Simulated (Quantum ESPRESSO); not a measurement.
**Sb: single point with PBE**

Sb:

```
Sb
1.0
     3.16000    0.00000    0.00000
     0.00000    3.16000    0.00000
     0.00000    0.00000    3.16000
Sb
1
Direct
  0.00000 0.00000 0.00000
```

This isn't the form of Sb at room conditions, which is rhombohedral.

- Program: Quantum ESPRESSO 7.5
- Task: single point
- Functional: PBE
- Potentials or basis: SSSP 1.3 efficiency PBE
- Cutoff: 748 eV
- Density cutoff: 5987 eV
- k mesh: 8 × 8 × 8
- Occupations: fermi-dirac, width 0.05 eV
- Spin: no spin polarisation
- Mixing beta: 0.5
- Most SCF iterations: 120
- SCF threshold: 2e-10 Ry

```
Pressure               : -2.2 GPa
Band gap on the k mesh : none (metal or under the smearing width)
```

Levels at points of the mesh, in eV from the Fermi level:
```
              k point  band 5  band 6  band 7  band 8  band 9  band 10  band 11  band 12
   (0.00, 0.00, 0.00)  -28.95  -11.92    3.18    3.18    3.18     7.11     7.11     7.97
  (0.00, 0.00, -0.50)  -28.95   -9.69   -5.15    5.01    5.01     9.34    10.59    11.34
 (0.00, -0.50, -0.50)  -28.89   -7.36   -3.24   -3.24    2.46     6.82    13.34    13.35
(-0.50, -0.50, -0.50)  -28.89   -4.81   -1.46   -1.46   -1.46     5.03     5.03     5.03
```

Wall time 17 s on 1 thread of AMD EPYC 7R43 64-Core Processor (Zen 3), on a shared host, peak memory 0.17 GiB.

Spin-orbit coupling is left out, which matters for the levels of Sb.
